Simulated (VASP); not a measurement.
# TiB2 (P6/mmm) in VASP: further runs

Runs on TiB2. Level: PBE. Tasks: relaxation of cell and atoms.

All numbers are computed with VASP 6.6.1; they aren't measurements. Logs are shortened: lines on timing, memory, paths and dates and some standing lists are left out, and cuts for length are marked.

### 1 Starting point

Symmetry: P6/mmm, No. 191, hexagonal system. The conventional cell has a = 3.029 Å, b = 3.029 Å, c = 3.228 Å, α = 90.00°, β = 90.00°, γ = 120.00°. Around Ti (site symmetry 6/mmm) lie 12 B at 2.38 Å. B (site symmetry -6m2) has 3 B at 1.75 Å as nearest neighbours.

### 2 Relaxation of cell and atoms, PBE

Input file INCAR:

```
ALGO     = Normal         # electronic algorithm
EDIFF    = 1E-7           # SCF threshold, eV
EDIFFG   = -0.002         # ionic threshold
ENCUT    = 520            # plane-wave cutoff, eV
GGA      = PE             # functional
IBRION   = 2              # ionic algorithm
ISIF     = 3              # what is computed and relaxed
ISMEAR   = 0              # smearing method
LASPH    = T              # aspherical terms in the spheres
LCHARG   = F              # write CHGCAR
LREAL    = F              # projectors in reciprocal space
LWAVE    = F              # write WAVECAR
NELM     = 100            # most SCF steps
NSW      = 80             # ionic steps
PREC     = Accurate       # precision mode
SIGMA    = 0.1            # smearing width, eV
```

Input file KPOINTS:

```
k-points
0
Gamma
  15 15 14
```

Input file POSCAR:

```
TiB2
1.0
    3.0292000000      0.0000000000      0.0000000000
   -1.5146000000      2.6233641500      0.0000000000
    0.0000000000      0.0000000000      3.2284000000
Ti B
1 2
Direct
    0.0000000000      0.0000000000      0.0000000000
    0.3333333300      0.6666666700      0.5000000000
    0.6666666700      0.3333333300      0.5000000000
```

Potentials or basis: VASP PAW PBE potentials, release 64 (Ti, B).

Command:

```bash
> cat potpaw_PBE.64/Ti/POTCAR potpaw_PBE.64/B/POTCAR > POTCAR
> mpirun -np 1 vasp_std > vasp.out
```

OUTCAR:

```text
EDIFF = 1E-7
   EDIFFG = -0.002
   ENCUT = 520
   GGA = PE
   IBRION = 2
   ISIF = 3
   ISMEAR = 0
   LASPH = T
   LREAL = F
   NELM = 100
   NSW = 80
   PREC = Accurate

 ion  position               nearest neighbor table
   1  0.000  0.000  0.000-   2 2.38   3 2.38   2 2.38   3 2.38   2 2.38   2 2.38   3 2.38   3 2.38
                             3 2.38   3 2.38   2 2.38   2 2.38
   2  0.333  0.667  0.500-   3 1.75   3 1.75   3 1.75   1 2.38   1 2.38   1 2.38   1 2.38   1 2.38
                             1 2.38
   3  0.667  0.333  0.500-   2 1.75   2 1.75   2 1.75   1 2.38   1 2.38   1 2.38   1 2.38   1 2.38
                             1 2.38

  LATTYP: Found a hexagonal cell.
 ALAT       =     3.0292000000
 C/A-ratio  =     1.0657599366

  Lattice vectors:

 A1 = (   3.0292000000,   0.0000000000,   0.0000000000)
 A2 = (  -1.5146000000,   2.6233641500,   0.0000000000)
 A3 = (   0.0000000000,   0.0000000000,   3.2284000000)

Analysis of symmetry for initial positions (statically):
=====================================================================
 Subroutine PRICEL returns:
 Original cell was already a primitive cell.

 Routine SETGRP: Setting up the symmetry group for a
 hexagonal supercell.

 Subroutine GETGRP returns: Found 24 space group operations
 (whereof 24 operations were pure point group operations)
 out of a pool of 24 trial point group operations.

The static configuration has the point symmetry D_6h.

Analysis of symmetry for dynamics (positions and initial velocities):
=====================================================================
 Subroutine PRICEL returns:
 Original cell was already a primitive cell.

 Routine SETGRP: Setting up the symmetry group for a
 hexagonal supercell.

 Subroutine GETGRP returns: Found 24 space group operations
 (whereof 24 operations were pure point group operations)
 out of a pool of 24 trial point group operations.

The dynamic configuration has the point symmetry D_6h.

 Subroutine INISYM returns: Found 24 space group operations
 (whereof 24 operations are pure point group operations),
 and found     1 'primitive' translations

----------------------------------------------------------------------------------------

                                     Primitive cell

  volume of cell :      25.6551

  direct lattice vectors                    reciprocal lattice vectors
     3.029200000  0.000000000  0.000000000     0.330120164  0.190594966  0.000000000
    -1.514600000  2.623364150  0.000000000     0.000000000  0.381189931  0.000000000
     0.000000000  0.000000000  3.228400000     0.000000000  0.000000000  0.309750960

  length of vectors
     3.029200000  3.029199997  3.228400000     0.381189931  0.381189931  0.309750960

  position of ions in fractional coordinates (direct lattice)
     0.000000000  0.000000000  0.000000000
     0.333333330  0.666666670  0.500000000
     0.666666670  0.333333330  0.500000000

  ion indices of the primitive-cell ions
   primitive index   ion index
                 1           1
                 2           2
                 3           3

----------------------------------------------------------------------------------------

 KPOINTS: k-points

Automatic generation of k-mesh.
 Grid dimensions read from file:
 generate k-points for:   15   15   14

 Generating k-lattice:

  Cartesian coordinates                     Fractional coordinates (reciprocal lattice)
     0.022008011  0.012706331  0.000000000     0.066666667  0.000000000  0.000000000
     0.000000000  0.025412662  0.000000000     0.000000000  0.066666667  0.000000000
     0.000000000  0.000000000  0.022125069     0.000000000  0.000000000  0.071428571

  Length of vectors
     0.025412662  0.025412662  0.022125069

  Shift w.r.t. Gamma in fractional coordinates (k-lattice)
     0.000000000  0.000000000  0.000000000

 Subroutine IBZKPT returns following result:
 ===========================================

 Found    216 irreducible k-points:

 Following reciprocal coordinates:
            Coordinates               Weight
  0.000000  0.000000  0.000000      1.000000
  0.066667  0.000000  0.000000      6.000000
  0.133333  0.000000  0.000000      6.000000
  0.200000  0.000000  0.000000      6.000000
  0.266667  0.000000  0.000000      6.000000
  0.333333 -0.000000  0.000000      6.000000
[... 16 lines left out ...]
  0.333333  0.200000  0.000000     12.000000
  0.400000  0.200000  0.000000      6.000000
 [... further k-points ...]
   k-points           NKPTS =    216   k-points in BZ     NKDIM =    216   number of bands    NBANDS=      9
   number of dos      NEDOS =    301   number of ions     NIONS =      3
   total plane-waves  NPLWV =  13824
   dimension x,y,z NGX =    24 NGY =   24 NGZ =   24
   dimension x,y,z NGXF=    48 NGYF=   48 NGZF=   48
   ions per type =               1   2
   NGX,Y,Z   is equivalent  to a cutoff of  13.17, 13.17, 12.36 a.u.
   NGXF,Y,Z  is equivalent  to a cutoff of  26.34, 26.34, 24.72 a.u.
 SYSTEM =  unknown system
   PREC   = accura    normal or accurate (medium, high low for compatibility)
   ISTART =      0    job   : 0-new  1-cont  2-samecut
   ICHARG =      2    charge: 1-file 2-atom 10-const
   ISPIN  =      1    spin polarized calculation?
   LNONCOLLINEAR =      F non collinear calculations
   LSORBIT =      F    spin-orbit coupling
   LASPH  =      T    aspherical Exc in radial PAW
   ENCUT  =  520.0 eV  38.22 Ry    6.18 a.u.   5.63  5.63  6.00*2*pi/ulx,y,z
   NELM   =    100;   NELMIN=  2; NELMDL= -5     # of ELM steps
   EDIFF  = 0.1E-06   stopping-criterion for ELM
   LREAL  =      F    real-space projection
   EDIFFG = -.2E-02   stopping-criterion for IOM
   NSW    =     80    number of steps for IOM
   IBRION =      2    ionic relax: 0-MD 1-quasi-New 2-CG
   NFREE  =      1    steps in history (QN), initial steepest desc. (CG)
   ISIF   =      3    stress and relaxation
   ISYM   =      2    0-nonsym 1-usesym 2-fastsym
   POTIM  = 0.5000    time-step for ionic-motion
   TEBEG  =    0.0;   TEEND  =   0.0 temperature during run
   PSTRESS=    0.0 pullay stress
   NELECT =      10.0000    total number of electrons
   NUPDOWN=      -1.0000    fix difference up-down
   EMIN   =  10.00;   EMAX   =-10.00  energy-range for DOS
   EFERMI =   0.00;   METHOD = LEGACY
   ISMEAR =     0;   SIGMA  =   0.10  broadening in eV -4-tet -1-fermi 0-gaus
   EFERMI_NEDOS =   21; number of points for ismear=-14 and -15
   IALGO  =     38    algorithm
   IMIX   =      4    mixing-type and parameters
     AMIX     =   0.40;   BMIX     =  1.00
     AMIX_MAG =   1.60;   BMIX_MAG =  1.00
  volume/ion in A,a.u.               =       8.55        57.71
  Fermi-wavevector in a.u.,A,eV,Ry     =   1.195869  2.259864 19.457722  1.430102
  Thomas-Fermi vector in A             =   2.331823
   LORBIT       =      0    0 simple, 1 ext, 2 COOP (PROOUT), +10 PAW based schemes
   GGA     = PE    functional components
   LHFCALC =     F    Hartree Fock is set to
   AEXX    =    0.0000 exact exchange contribution
   IVDW    =     0    specifies the selected vdW correction
   LEPSILON=     F    determine dielectric tensor
   LRPA    =     F    only Hartree local field effects (RPA)
 conjugate gradient relaxation of ions
 non-spin polarized calculation
 Gauss-broadening in eV      SIGMA  =   0.10
  energy-cutoff  :      520.00
  volume of cell :       25.66
 maximum number of plane-waves:       721
 NGX is ok and might be reduce to    24
   NGX = 11   NGY = 11   NGZ = 13

--------------------------------------- Ionic step        1  -------------------------------------------

 number of electron      10.0000000 magnetization

 Free energy of the ion-electron system (eV)
  ---------------------------------------------------
  ext. energy  EPLUGINS =         0.00000000
  ---------------------------------------------------
  free energy    TOTEN  =       -24.30553886 eV

  energy without entropy =      -24.30357463  energy(sigma->0) =      -24.30455674

------------------------ aborting loop because EDIFF is reached ----------------------------------------

  FORCE on cell =-STRESS in cart. coord.  units (eV):
  Direction    XX          YY          ZZ          XY          YZ          ZX
  --------------------------------------------------------------------------------------
  -------------------------------------------------------------------------------------
  Total        0.1331973      0.1331973     -0.0085231      0.0000000      0.0000000     -0.0000000
  in kB        8.3182513      8.3182513     -0.5322720      0.0000000      0.0000000     -0.0000000
  external PRESSURE =       5.3680768 kB  Pullay stress =       0.0000000 kB
[... 133 lines left out ...]
  energy  without entropy=      -24.3037147453  energy(sigma->0) =      -24.30470169

--------------------------------------- Ionic step        5  -------------------------------------------

 number of electron       9.9999999 magnetization

 Free energy of the ion-electron system (eV)
  ---------------------------------------------------
  ext. energy  EPLUGINS =         0.00000000
  ---------------------------------------------------
  free energy    TOTEN  =       -24.30570482 eV

  energy without entropy =      -24.30373008  energy(sigma->0) =      -24.30471745

 E-fermi :   6.3822     XC(G=0): -12.4696

 val. band max:        6.3393089407   @ k =   0.2667   0.2000   0.0000
 cond. band min:       6.3863359844   @ k =   0.0667   0.0667   0.2857
 fundamental gap:      0.0470270437
 Fermi energy:         6.3822495948

 k-point     1 :       0.0000    0.0000    0.0000
  band No.  band energies     occupation
      1      -7.1066      2.00000
      2       3.7735      2.00000
      3       3.7735      2.00000
      4       4.1183      2.00000
      5       4.2664      2.00000
      6       8.1827      0.00000
      7       8.1827      0.00000
      8       9.9835      0.00000
      9       9.9835      0.00000
[... 265 lines left out ...]
 k-point    24 :       0.4000    0.2000    0.0000
  band No.  band energies     occupation
      1      -2.5481      2.00000
      2      -2.4002      2.00000
      3       0.5540      2.00000
      4       3.6777      2.00000
      5       5.7755      2.00000
      6       6.3331      1.51302
      7       8.3208      0.00000
      8       8.9769      0.00000
      9      12.0553      0.00000

 [... further k-points ...]

------------------------ aborting loop because EDIFF is reached ----------------------------------------

  FORCE on cell =-STRESS in cart. coord.  units (eV):
  Direction    XX          YY          ZZ          XY          YZ          ZX
  --------------------------------------------------------------------------------------
  -------------------------------------------------------------------------------------
  Total       -0.0001017     -0.0001017      0.0009506      0.0000000      0.0000000      0.0000000
  in kB       -0.0063379     -0.0063379      0.0592624      0.0000000      0.0000000      0.0000000
  external PRESSURE =       0.0155289 kB  Pullay stress =       0.0000000 kB
[... 18 lines left out ...]
  FREE ENERGIE OF THE ION-ELECTRON SYSTEM (eV)
  ---------------------------------------------------
  free  energy   TOTEN  =       -24.3057048227 eV

  energy  without entropy=      -24.3037300785  energy(sigma->0) =      -24.30471745

 reached required accuracy - stopping structural energy minimisation
```

Wall time 44 s (1 thread of Intel Xeon Platinum 8488C (Sapphire Rapids), shared host); peak memory 0.19 GiB.

Results:

```
Free energy                            : -24.3057 eV
Relaxed volume                         : 8.57 Å³/atom
Relaxed cell                           : a = 3.033 Å, b = 3.033 Å, c = 3.226 Å, α = 90.00°, β = 90.00°, γ = 120.00°
Space group after relaxing (to 0.05 Å) : P6/mmm (No. 191)
Energy gained by relaxing              : 0.1 meV/atom
Ionic steps                            : 5
Pressure after relaxing                : 0.0 GPa
Band gap on the k mesh                 : none (metal or under the smearing width)
```

The path:
| step | energy change (eV) | largest force (eV/Å) | pressure (GPa) | volume (Å³) |
| --- | --- | --- | --- | --- |
| 1 | 0.0000 | 0.0000 | 0.54 | 25.66 |
| 2 | 0.0000 | 0.0000 | -0.63 | 25.76 |
| 3 | -0.0001 | 0.0000 | -0.09 | 25.71 |
| 4 | -0.0001 | 0.0000 | -0.10 | 25.71 |
| 5 | -0.0002 | 0.0000 | 0.00 | 25.70 |

Final structure:
```
CELL_PARAMETERS angstrom
3.03301 0.00000 0.00000
-1.51651 2.62666 0.00000
0.00000 0.00000 3.22597
ATOMIC_POSITIONS crystal
Ti 0.00000 0.00000 0.00000
B 0.33333 0.66667 0.50000
B 0.66667 0.33333 0.50000
```

### 3 Relaxation of cell and atoms, PBE

INCAR is that of step 2.

KPOINTS is that of step 2.

Input file POSCAR:

```
TiB2                                    
1.0
    3.0330107908     -0.0000000000     -0.0000000000
   -1.5165053954      2.6266643917      0.0000000000
    0.0000000000      0.0000000000      3.2259669153
  Ti              B             
     1     2
Direct
     1.0000000000000000    0.0000000000000000    0.0000000000000000
     0.3333333300000021    0.6666666699999979    0.5000000000000000
     0.6666666699999979    0.3333333300000021    0.5000000000000000
```

Potentials or basis: VASP PAW PBE potentials, release 64 (Ti, B).

Command:

```bash
> cat potpaw_PBE.64/Ti/POTCAR potpaw_PBE.64/B/POTCAR > POTCAR
> mpirun -np 1 vasp_std > vasp.out
```

Wall time 20 s (1 thread of Intel Xeon Platinum 8488C (Sapphire Rapids), shared host); peak memory 0.19 GiB.

The run converged. Its results:

```yaml
Free_energy: -24.3057 eV
Pressure_after_relaxing: 0.0 GPa
Band_gap_on_the_k_mesh: none (metal or under the smearing width)
```

Final structure:
```
Ti B
1.0
     3.03301    0.00000    0.00000
    -1.51651    2.62666    0.00000
     0.00000    0.00000    3.22597
Ti B
1 2
Direct
  0.00000 0.00000 0.00000
  0.33333 0.66667 0.50000
  0.66667 0.33333 0.50000
```

Levels at points of the mesh, in eV from the Fermi level:
```csv
k point,band 2,band 3,band 4,band 5,band 6,band 7,band 8,band 9
"(0.00, 0.00, 0.00)",-2.61,-2.61,-2.26,-2.12,1.80,1.80,3.60,3.60
"(0.00, 0.00, 0.50)",-7.57,-0.51,-0.51,-0.23,-0.23,0.39,0.39,1.58
```

Caveat: the relaxation stopped at its first step, so nothing moved.
